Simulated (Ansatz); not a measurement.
Computed with Ansatz on PBE0-D4/def2-TZVP structures; ΔE is electronic, products minus reactants. CCSD(T)/CBS adds triple-zeta CCSD(T) − MP2 to the extrapolated MP2 energy (def2 sets, frozen cores). This one scheme is used for every species. Functionals use def2-TZVPP. B3LYP here is the variant with VWN-RPA as its local correlation; programs differ in this. For Ge outer-core shells are correlated without core-valence functions, which leaves a few kJ/mol of doubt a bond. Scalar relativity is left out up to krypton. Each species was taken in one conformer, which may not be the lowest.

`FC(F)(F)[O][GeH2][O]C(F)(F)F` + `FC(F)F` → `[F][GeH2][O]C(F)(F)F` + `FC(F)OC(F)(F)F`  (formal exchange of groups at a Ge–O bond)

`FC(F)(F)[O][GeH2][O]C(F)(F)F`:

Z-matrix (Å, degrees):
```
C
F 1 1.347
F 1 1.340 2 106.4
F 1 1.324 2 107.8 3 -115.7
O 1 1.329 2 111.9 3 123.4
Ge 5 1.796 1 123.1 2 -61.4
O 6 1.793 5 104.8 1 -118.0
H 6 1.518 5 105.5 1 133.2
H 6 1.524 5 110.1 1 1.2
C 7 1.331 6 123.4 5 93.8
F 10 1.344 7 111.9 6 66.5
F 10 1.325 7 109.8 6 -173.9
F 10 1.340 7 112.5 6 -53.4
```

`FC(F)F`:

```xyz
5

F    -0.903    0.931    0.199
C    -0.005   -0.040    0.044
F    -0.206   -0.617   -1.139
F     1.211    0.503    0.049
H    -0.097   -0.776    0.847
```

`[F][GeH2][O]C(F)(F)F`:

```xyz
9

F     0.562   -2.115   -0.626
Ge   -0.722   -1.224    0.104
O    -0.511    0.478   -0.419
C     0.533    1.243   -0.116
F     0.149    2.509    0.019
F     1.121    0.873    1.039
F     1.473    1.202   -1.060
H    -2.035   -1.623   -0.557
H    -0.571   -1.343    1.616
```

`FC(F)OC(F)(F)F`:

Z-matrix (Å, degrees):
```
C
F 1 1.331
O 1 1.386 2 106.8
F 1 1.337 2 108.1 3 -117.4
H 1 1.093 2 110.3 3 122.8
C 3 1.355 1 116.8 2 143.3
F 6 1.335 3 111.7 1 -62.9
F 6 1.332 3 112.1 1 57.3
F 6 1.315 3 107.7 1 177.5
```

(1) Is it downhill or uphill in electronic energy at CCSD(T)/CBS, and by how much? (Best estimate.)

(2) What do these levels give: B3LYP-D4, B2PLYP, r2SCAN, PBE0, B3LYP, HF/def2-TZVPP, MP2/def2-TZVPP, CCSD/def2-TZVPP, CCSD(T)/def2-TZVPP, HF/def2-QZVPP, MP2/CBS(def2), CCSD/CBS(def2)? (An estimate is asked.)

Largest T1 diagnostic among the species: 0.012.

Answers

(1) Computed: Nearly level: ΔE = -2.7 kJ/mol.

(2) Ansatz gave: B3LYP-D4 -0.9, B2PLYP -3.3, r2SCAN -3.5, PBE0 -3.3, B3LYP -4.4, HF/def2-TZVPP -2.7, MP2/def2-TZVPP -0.8, CCSD/def2-TZVPP -0.8, CCSD(T)/def2-TZVPP -0.6, HF/def2-QZVPP -4.5, MP2/CBS(def2) -2.9, CCSD/CBS(def2) -2.8 kJ/mol.

The D4 term adds +3.5 kJ/mol with B3LYP and +2.2 kJ/mol with PBE0; it sums over pairs of atoms, weighted by their polarisabilities, and B3LYP, whose exchange is more repulsive, gets the larger term.
